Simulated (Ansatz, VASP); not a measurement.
## Two plane-wave programs on InSb3

```
In Sb
1.0
     0.00000    3.79455    3.79455
     3.79455    0.00000    3.79455
     3.79455    3.79455    0.00000
In Sb
1 3
Direct
  0.00000 0.00000 0.00000
  0.23814 0.26186 0.26186
  0.75000 0.75000 0.75000
  0.50000 0.50000 0.50000
```

Change from the starting cell: one atom moved.

Alike in both runs: task single point; functional PBE; k mesh 8 × 8 × 8; occupations gaussian, width 0.1 eV; no spin polarisation.

|  | VASP | Ansatz |
| --- | --- | --- |
| version | VASP 6.6.1 | Ansatz 0.2.0 |
| potentials or method | VASP PAW PBE potentials, release 64 (In_d, Sb) | scalar-relativistic, plane waves, PAW |
| plane-wave cutoff (eV) | 520 | 420 |
| valence electrons in the cell | 28 | 58 |

|  | VASP | Ansatz | Ansatz less VASP |
| --- | --- | --- | --- |
| gap on the k mesh at the Fermi level (eV) | none | none | - |
| pressure (GPa) | -0.4 | -0.2 | +0.11 |
| largest component of the traceless stress (GPa) | 0.10 | 0.10 | 0.000 |
| rms of the force components (eV/Å) | 0.059 | 0.059 | -0.0002 |

Atom by atom the forces differ by 0.000 eV/Å (rms over components). A gap of «none» marks a metal or a gap that the smearing closes. The two sets of potentials don't hold the same shells in valence.

The runs have no spin-orbit coupling, so splittings on Sb are missing.
